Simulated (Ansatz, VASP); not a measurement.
Ta: VASP beside Ansatz

```
Ta
1.0
     0.00000    2.07024    2.07024
     2.07024    0.00000    2.07024
     2.07024    2.07024    0.00000
Ta
1
Direct
  0.00000 0.00000 0.00000
```

Alike in both runs: functional LDA; k mesh 17 × 17 × 17; occupations fermi-dirac, width 0.05 eV; no spin polarisation.

Ansatz relaxed the structure, and its values are those at the end. VASP's run is a single point on that final structure, the one shown.

```csv
,VASP,Ansatz
version,VASP 6.6.1,Ansatz 0.2.0
potentials or method,"VASP PAW LDA potentials, release 64 (Ta_pv), cutoff 520 eV","all-electron LAPW, scalar-relativistic"
```

Ansatz gave:

* pressure (GPa): 0.0

Q: What did VASP give for the same quantities?

A: Pressure (GPa): 0.9.

Ansatz ran all-electron here, so the differences hold the error of VASP's frozen core and of both bases.

The runs have no spin-orbit coupling, so splittings on Ta are missing.
